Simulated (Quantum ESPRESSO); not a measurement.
# ZnS (F-43m) in Quantum ESPRESSO: notebook

One crystal, ZnS, is run at these levels: r2SCAN; tasks: single point, equation of state, band structure.

All numbers are computed with Quantum ESPRESSO 7.5; they aren't measurements. Logs are shortened: lines on timing, memory, paths and dates and some standing lists are left out, and cuts for length are marked.

**Experimental background.**

“Electronic, vibrational, and thermodynamic properties of ZnS (zincblende and rocksalt structure)”, 2009, arxiv:0911.5022 quotes, for a bulk crystal of ZnS: bulk modulus 76.9 GPa; band gap 3.85 eV (direct) at 19 K.

The runs below are set against these values where they give the same quantity.

**1. The crystal as given**

It takes space group F-43m (No. 216, cubic). The conventional cell has a = 5.404 Å, b = 5.404 Å, c = 5.404 Å, α = 90.00°, β = 90.00°, γ = 90.00°. Around Zn (site symmetry -43m) lie 4 S at 2.34 Å. S (site symmetry -43m) is surrounded by 4 Zn at 2.34 Å.

**2. Single point, r2SCAN, 18.54 Å³/atom**

File pw.in:

```
&CONTROL
  calculation = 'scf'
  prefix = 'pwscf'
  outdir = './tmp'
  pseudo_dir = './pseudo'
  tstress = .true.
  disk_io = 'nowf'
/
&SYSTEM
  ibrav = 0
  nat = 2
  ntyp = 2
  ecutwfc = 70
  nbnd = 20
  input_dft = 'r2scan'
  occupations = 'smearing'
  smearing = 'fd'
  degauss = 0.00367493
  nosym = .true.
  nr1 = 40
  nr2 = 40
  nr3 = 40
/
&ELECTRONS
  conv_thr = 1d-08
  electron_maxstep = 120
  mixing_beta = 0.5
/
ATOMIC_SPECIES
Zn    65.3800 Zn_ONCV_PBE-1.2.upf
S     32.0600 S_ONCV_PBE-1.2.upf
CELL_PARAMETERS angstrom
   0.0000000000    2.6468416657    2.6468416657
   2.6468416657    0.0000000000    2.6468416657
   2.6468416657    2.6468416657    0.0000000000
ATOMIC_POSITIONS crystal
Zn     0.7500000000    0.7500000000    0.7500000000
S      0.0000000000    0.0000000000    0.0000000000
K_POINTS automatic
7 7 7 0 0 0
```

Potentials or basis: SG15 PBE 1.2.

Launch:

```console
$ OMP_NUM_THREADS=1 mpirun -n 4 pw.x -nk 4 -in pw.in > pw.out
```

pw.out:

```text
This program is part of the open-source Quantum ESPRESSO suite
     for quantum simulation of materials; please cite
         "P. Giannozzi et al., J. Phys.:Condens. Matter 21 395502 (2009);
         "P. Giannozzi et al., J. Phys.:Condens. Matter 29 465901 (2017);
         "P. Giannozzi et al., J. Chem. Phys. 152 154105 (2020);
     in publications or presentations arising from this work. More details at

     IMPORTANT: XC functional enforced from input :
     Exchange-correlation= R2SCAN
                           (   0   0   0   0   0 497 498)
     Any further DFT definition will be discarded
     Please, verify this is what you really want

     K-points division:     npool     =       4
     Subspace diagonalization in iterative solution of the eigenvalue problem:
     a serial algorithm will be used

     G-vector sticks info
     --------------------
     sticks:   dense  smooth     PW     G-vecs:    dense   smooth      PW
     Sum         955     955    301                19795    19795    3383

     Using Slab Decomposition

     bravais-lattice index     =            0
     lattice parameter (alat)  =       7.0736  a.u.
     unit-cell volume          =     250.2710 (a.u.)^3
     number of atoms/cell      =            2
     number of atomic types    =            2
     number of electrons       =        26.00
     number of Kohn-Sham states=           20
     kinetic-energy cutoff     =      70.0000  Ry
     charge density cutoff     =     280.0000  Ry
     scf convergence threshold =      1.0E-08
     mixing beta               =       0.5000
     number of iterations used =            8  plain     mixing
     Exchange-correlation= R2SCAN
                           (   0   0   0   0   0 497 498)

     celldm(1)=   7.073622  celldm(2)=   0.000000  celldm(3)=   0.000000
     celldm(4)=   0.000000  celldm(5)=   0.000000  celldm(6)=   0.000000

     crystal axes: (cart. coord. in units of alat)
               a(1) = (   0.000000   0.707107   0.707107 )
               a(2) = (   0.707107   0.000000   0.707107 )
               a(3) = (   0.707107   0.707107   0.000000 )

     reciprocal axes: (cart. coord. in units 2 pi/alat)
               b(1) = ( -0.707107  0.707107  0.707107 )
               b(2) = (  0.707107 -0.707107  0.707107 )
               b(3) = (  0.707107  0.707107 -0.707107 )

     PseudoPot. # 1 for Zn read from file:
     Zn_ONCV_PBE-1.2.upf
     Pseudo is Norm-conserving, Zval = 20.0
     Generated using ONCVPSP code by D. R. Hamann
     Using radial grid of  602 points,  6 beta functions with:
                l(1) =   0
                l(2) =   0
                l(3) =   1
                l(4) =   1
                l(5) =   2
                l(6) =   2

     PseudoPot. # 2 for S  read from file:
     S_ONCV_PBE-1.2.upf
     Pseudo is Norm-conserving, Zval =  6.0
     Generated using ONCVPSP code by D. R. Hamann
     Using radial grid of  602 points,  4 beta functions with:
                l(1) =   0
                l(2) =   0
                l(3) =   1
                l(4) =   1

     atomic species   valence    mass     pseudopotential
     Zn               20.00    65.38000     Zn( 1.00)
     S                 6.00    32.06000     S ( 1.00)

     No symmetry found

   Cartesian axes

     site n.     atom                  positions (alat units)
         1        Zn     tau(   1) = (   1.0606602   1.0606602   1.0606602  )
         2        S      tau(   2) = (   0.0000000   0.0000000   0.0000000  )

     number of k points=   172  Fermi-Dirac smearing, width (Ry)=  0.0037

     Number of k-points >= 100: set verbosity='high' to print them.

     Dense  grid:    19795 G-vectors     FFT dimensions: (  40,  40,  40)

     WARNING: libxc functional with ID  497 depends
      on external parameters: check the user_guide of
      QE if you need to modify them or to check their
      default values.

     WARNING: libxc functional with ID  498 depends
      on external parameters: check the user_guide of
      QE if you need to modify them or to check their
      default values.

     Initial potential from superposition of free atoms

     starting charge      25.9670, renormalised to      26.0000
     Starting wfcs are random

     Self-consistent Calculation

     iteration #  1     ecut=    70.00 Ry     beta= 0.50
     Davidson diagonalization with overlap
     ethr =  1.00E-02,  avg # of iterations = 11.4

     total energy              =    -420.95834533 Ry
     estimated scf accuracy    <     191.48041559 Ry

     iteration #  2     ecut=    70.00 Ry     beta= 0.50
     Davidson diagonalization with overlap
     ethr =  1.00E-02,  avg # of iterations =  1.0

     total energy              =    -420.99882093 Ry
     estimated scf accuracy    <      43.68776848 Ry

     iteration #  3     ecut=    70.00 Ry     beta= 0.50
     Davidson diagonalization with overlap
     ethr =  1.00E-02,  avg # of iterations =  1.0

     total energy              =    -421.00760477 Ry
     estimated scf accuracy    <       0.48752797 Ry

     iteration #  4     ecut=    70.00 Ry     beta= 0.50
     Davidson diagonalization with overlap
     ethr =  1.88E-03,  avg # of iterations =  1.0

     total energy              =    -421.00951910 Ry
     estimated scf accuracy    <       0.00138251 Ry

     iteration #  5     ecut=    70.00 Ry     beta= 0.50
     Davidson diagonalization with overlap
     ethr =  5.32E-06,  avg # of iterations =  5.6

     total energy              =    -421.00966915 Ry
     estimated scf accuracy    <       0.00281276 Ry

     iteration #  6     ecut=    70.00 Ry     beta= 0.50
     Davidson diagonalization with overlap
     ethr =  5.32E-06,  avg # of iterations =  1.0

     total energy              =    -421.00966418 Ry
     estimated scf accuracy    <       0.00114828 Ry

     iteration #  7     ecut=    70.00 Ry     beta= 0.50
     Davidson diagonalization with overlap
     ethr =  4.42E-06,  avg # of iterations =  1.0

     total energy              =    -421.00966783 Ry
     estimated scf accuracy    <       0.00001635 Ry

     iteration #  8     ecut=    70.00 Ry     beta= 0.50
     Davidson diagonalization with overlap
     ethr =  6.29E-08,  avg # of iterations =  1.0

     total energy              =    -421.00966806 Ry
     estimated scf accuracy    <       0.00000223 Ry

     iteration #  9     ecut=    70.00 Ry     beta= 0.50
     Davidson diagonalization with overlap
     ethr =  8.57E-09,  avg # of iterations =  1.5

     total energy              =    -421.00966813 Ry
     estimated scf accuracy    <       0.00000023 Ry

     iteration # 10     ecut=    70.00 Ry     beta= 0.50
     Davidson diagonalization with overlap
     ethr =  8.87E-10,  avg # of iterations =  2.0

     total energy              =    -421.00966815 Ry
     estimated scf accuracy    <       0.00000018 Ry

     iteration # 11     ecut=    70.00 Ry     beta= 0.50
     Davidson diagonalization with overlap
     ethr =  6.79E-10,  avg # of iterations =  1.0

     total energy              =    -421.00966815 Ry
     estimated scf accuracy    <       0.00000002 Ry

     iteration # 12     ecut=    70.00 Ry     beta= 0.50
     Davidson diagonalization with overlap
     ethr =  6.92E-11,  avg # of iterations =  1.0

     End of self-consistent calculation

     Number of k-points >= 100: set verbosity='high' to print the bands.

     the Fermi energy is     9.6620 ev

!    total energy              =    -421.00966815 Ry
     estimated scf accuracy    <          8.0E-09 Ry
     smearing contrib. (-TS)   =      -0.00000000 Ry
     internal energy E=F+TS    =    -421.00966815 Ry

     The total energy is F=E-TS. E is the sum of the following terms:
     one-electron contribution =    -330.73386347 Ry
     hartree contribution      =     170.05229440 Ry
     xc contribution           =     -41.26076962 Ry
     ewald contribution        =    -219.06732945 Ry

     convergence has been achieved in  12 iterations

     Computing stress (Cartesian axis) and pressure

          total   stress  (Ry/bohr**3)                   (kbar)     P=       55.41
   0.00037665  -0.00000000   0.00000000           55.41       -0.00        0.00
  -0.00000000   0.00037665  -0.00000000           -0.00       55.41       -0.00
   0.00000000  -0.00000000   0.00037665            0.00       -0.00       55.41

=------------------------------------------------------------------------------=
   JOB DONE.
=------------------------------------------------------------------------------=
```

Run time: 2 min. Hardware: 4 MPI ranks of Arm Neoverse V2, shared host; peak memory 0.4 GiB.

Results:

- Free energy: -5728.1283 eV
- Pressure: 5.5 GPa
- Band gap on the k mesh: 2.90 eV, direct

Caveat: the potentials were made for another functional, which shifts forces and pressure.

**3. Single point, r2SCAN, 18.94 Å³/atom**

pw.in: that of step 2 with these lines changed.

```diff
@@ -32,5 +32,5 @@
 CELL_PARAMETERS angstrom
-   0.0000000000    2.6468416657    2.6468416657
-   2.6468416657    0.0000000000    2.6468416657
-   2.6468416657    2.6468416657    0.0000000000
+   0.0000000000    2.6654820099    2.6654820099
+   2.6654820099    0.0000000000    2.6654820099
+   2.6654820099    2.6654820099    0.0000000000
 ATOMIC_POSITIONS crystal
```

Potentials or basis: SG15 PBE 1.2.

Launch:

```console
$ OMP_NUM_THREADS=1 mpirun -n 4 pw.x -nk 4 -in pw.in > pw.out
```

It took 2.4 min on 4 MPI ranks of Arm Neoverse V2, shared host; peak memory 0.4 GiB.

It converged, with:

* Free energy: -5728.1511 eV
* Pressure: 3.5 GPa
* Band gap on the k mesh: 2.80 eV, direct

Caveat: the potentials were made for another functional, which shifts forces and pressure.

**4. Single point, r2SCAN, 19.33 Å³/atom**

pw.in: that of step 3 with these lines changed.

```diff
@@ -32,5 +32,5 @@
 CELL_PARAMETERS angstrom
-   0.0000000000    2.6654820099    2.6654820099
-   2.6654820099    0.0000000000    2.6654820099
-   2.6654820099    2.6654820099    0.0000000000
+   0.0000000000    2.6838652254    2.6838652254
+   2.6838652254    0.0000000000    2.6838652254
+   2.6838652254    2.6838652254    0.0000000000
 ATOMIC_POSITIONS crystal
```

Launch:

```console
$ OMP_NUM_THREADS=1 mpirun -n 4 pw.x -nk 4 -in pw.in > pw.out
```

Run time: 2.4 min. Hardware: 4 MPI ranks of Arm Neoverse V2, shared host; peak memory 0.4 GiB.

Results (log left out):

- Free energy: -5728.1643 eV
- Pressure: 1.7 GPa
- Band gap on the k mesh: 2.71 eV, direct

Caveat: the potentials were made for another functional, which shifts forces and pressure.

**5. Single point, r2SCAN, 19.73 Å³/atom**

pw.in: that of step 4 with these lines changed.

```diff
@@ -32,5 +32,5 @@
 CELL_PARAMETERS angstrom
-   0.0000000000    2.6838652254    2.6838652254
-   2.6838652254    0.0000000000    2.6838652254
-   2.6838652254    2.6838652254    0.0000000000
+   0.0000000000    2.7020000000    2.7020000000
+   2.7020000000    0.0000000000    2.7020000000
+   2.7020000000    2.7020000000    0.0000000000
 ATOMIC_POSITIONS crystal
```

Launch:

```console
$ OMP_NUM_THREADS=1 mpirun -n 4 pw.x -nk 4 -in pw.in > pw.out
```

Run time: 2.4 min. Hardware: 4 MPI ranks of Arm Neoverse V2, shared host; peak memory 0.4 GiB.

Results (log left out):

```
Free energy            : -5728.1689 eV
Pressure               : 0.0 GPa
Band gap on the k mesh : 2.62 eV, direct
```

Caveat: the potentials were made for another functional, which shifts forces and pressure.

**6. Single point, r2SCAN, 20.12 Å³/atom**

pw.in: that of step 5 with these lines changed.

```diff
@@ -32,5 +32,5 @@
 CELL_PARAMETERS angstrom
-   0.0000000000    2.7020000000    2.7020000000
-   2.7020000000    0.0000000000    2.7020000000
-   2.7020000000    2.7020000000    0.0000000000
+   0.0000000000    2.7198945612    2.7198945612
+   2.7198945612    0.0000000000    2.7198945612
+   2.7198945612    2.7198945612    0.0000000000
 ATOMIC_POSITIONS crystal
```

Potentials or basis: SG15 PBE 1.2.

Launch:

```console
$ OMP_NUM_THREADS=1 mpirun -n 4 pw.x -nk 4 -in pw.in > pw.out
```

Run time: 2.4 min. Hardware: 4 MPI ranks of Arm Neoverse V2, shared host; peak memory 0.44 GiB.

It converged, with:

- Free energy: -5728.1658 eV
- Pressure: -1.5 GPa
- Band gap on the k mesh: 2.53 eV, direct

Caveat: the potentials were made for another functional, which shifts forces and pressure.

**7. Single point, r2SCAN, 20.52 Å³/atom**

pw.in: that of step 6 with these lines changed.

```diff
@@ -32,5 +32,5 @@
 CELL_PARAMETERS angstrom
-   0.0000000000    2.7198945612    2.7198945612
-   2.7198945612    0.0000000000    2.7198945612
-   2.7198945612    2.7198945612    0.0000000000
+   0.0000000000    2.7375567091    2.7375567091
+   2.7375567091    0.0000000000    2.7375567091
+   2.7375567091    2.7375567091    0.0000000000
 ATOMIC_POSITIONS crystal
```

Launch:

```console
$ OMP_NUM_THREADS=1 mpirun -n 4 pw.x -nk 4 -in pw.in > pw.out
```

It took 2.2 min on 4 MPI ranks of Arm Neoverse V2, shared host; peak memory 0.44 GiB.

The run converged. Its results:

```
Free energy            : -5728.1557 eV
Pressure               : -2.8 GPa
Band gap on the k mesh : 2.44 eV, direct
```

Caveat: the potentials were made for another functional, which shifts forces and pressure.

**8. Single point, r2SCAN, 20.91 Å³/atom**

pw.in: that of step 7 with these lines changed.

```diff
@@ -32,5 +32,5 @@
 CELL_PARAMETERS angstrom
-   0.0000000000    2.7375567091    2.7375567091
-   2.7375567091    0.0000000000    2.7375567091
-   2.7375567091    2.7375567091    0.0000000000
+   0.0000000000    2.7549938462    2.7549938462
+   2.7549938462    0.0000000000    2.7549938462
+   2.7549938462    2.7549938462    0.0000000000
 ATOMIC_POSITIONS crystal
```

Launch:

```console
$ OMP_NUM_THREADS=1 mpirun -n 4 pw.x -nk 4 -in pw.in > pw.out
```

It took 2.2 min on 4 MPI ranks of Arm Neoverse V2, shared host; peak memory 0.4 GiB.

It converged, with:

| Quantity | Value |
| --- | --- |
| Free energy | -5728.1392 eV |
| Pressure | -4.0 GPa |
| Band gap on the k mesh | 2.36 eV, direct |

Caveat: the potentials were made for another functional, which shifts forces and pressure.

**9. Equation of state, r2SCAN**

Potentials or basis: SG15 PBE 1.2.

This step only gathers the single runs of the series.

What came out:

| Item | Value |
| --- | --- |
| Equilibrium volume | 19.76 Å³/atom |
| Bulk modulus | 78 GPa |
| Pressure derivative of the bulk modulus | 4.2 |

Energy against volume, from the lowest point:
```tsv
volume (Å³/atom)	energy (meV/atom)
18.543	20.29
18.938	8.92
19.332	2.31
19.727	0.00
20.121	1.57
20.516	6.64
20.910	14.85
```

Caveat: the potentials were made for another functional, which shifts forces and pressure.

[end of part 1 of 2]
